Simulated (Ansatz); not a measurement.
MgSe (rocksalt), relaxed with r2SCAN, was run in the PAW code Ansatz under altered settings. All numbers are computed, without spin polarisation but where a row says otherwise.

```
CELL_PARAMETERS angstrom
0.00000 2.73627 2.73627
2.73627 0.00000 2.73627
2.73627 2.73627 0.00000
ATOMIC_POSITIONS crystal
Mg 0.00000 0.00000 0.00000
Se 0.50000 0.50000 0.50000
```

The base run's other keys:
```yaml
kpoints:
  mp_grid: { grid: [4, 4, 4] }
hamiltonian:
  xc: hse06
scf:
  occupations: { method: fixed }
  n_extra_bands: 4
```

It takes 11 iterations with 821 plane waves at 420 eV and 8 k points, and leaves a mean stress of +0.13 GPa. The gap over this mesh is 2.652 eV.

Outcomes, with energy and stress as changes against the base:
```
                                      setting        outcome  ΔF (meV/atom)  Δ mean stress (GPa)  gap on the mesh (eV)  iterations
     PBE hybrid, exx coeff 0.2, omega 0.1 1/Å      converged              –                 +0.2                 2.727          10
hamiltonian.xc: r2scan50 (cutoff then 500 eV)      converged              –                 -1.3                 5.183          16
                      hamiltonian.xc: lc_wpbe      converged              –                 -1.6                 7.436          13
     PBE hybrid, exx coeff 0.4, omega 0.5 1/Å      converged              –                  0.0                 2.439          13
                              scf.max_iter: 2  not converged              –                    –                     –           6
                              scf.n_bands: 12        refused              –                    –                     –           –
```
A dash marks a value that wasn't obtained or can't be compared. Stress is positive in compression.

- PBE hybrid, exx coeff 0.2, omega 0.1 1/Å. That is 20 % exact exchange, screened with ω = 0.1 1/Å, against HSE06's 25 % screened at 0.208 1/Å. The mean stress moves by +0.2 GPa and the gap on the mesh by +0.075 eV (to 2.727). Totals of different functionals aren't comparable. The program warns that on this mesh the truncation of the exchange isn't bounded, so part of the change can be an error of the mesh.
- hamiltonian.xc: r2scan50. The cutoff follows the functional, from 420 to 500 eV. The mean stress moves by -1.3 GPa and the gap on the mesh by +2.531 eV (to 5.183). It's another functional on the same cell, so totals aren't comparable.
- hamiltonian.xc: lc_wpbe. The mean stress moves by -1.6 GPa and the gap on the mesh by +4.784 eV (to 7.436). It's another functional on the same cell, so totals aren't comparable.
- PBE hybrid, exx coeff 0.4, omega 0.5 1/Å. That is 40 % exact exchange, screened with ω = 0.5 1/Å, against HSE06's 25 % screened at 0.208 1/Å. The mean stress moves by 0.0 GPa and the gap on the mesh by -0.213 eV (to 2.439). Totals of different functionals aren't comparable.
- scf.max_iter: 2. No converged result was reached. It stopped after 6 iterations; the base needs 11. Nothing that it printed is a property of the solid. Error: did not converge after 2 iterations: dr2 = 5.70e-5 (threshold 1.00e-7), under the density mixer `msr1`, which `scf.mixing.algorithm: auto` chose by the deck's other keys (type `scf.mixing.algorithm: msr1` to keep it); this is the SCF of exchange-loop cycle 2 […]
- scf.n_bands: 12. The input is refused before any iteration. Error: YAML parse error: line 16 column 3: unknown field `n_bands`, expected one of max_iter, algorithm, n_extra_bands, self_checks, convergence, lower_state_search, omitted_lower_state_checks, lower_solution_reach, mixing, occupations, eigensolver, initial_density, exx

Spin-orbit coupling is left out.

The stress of a hybrid is loosely converged in these runs.

The meshes of the hybrids are coarse, so their gaps aren't converged to the digits shown.
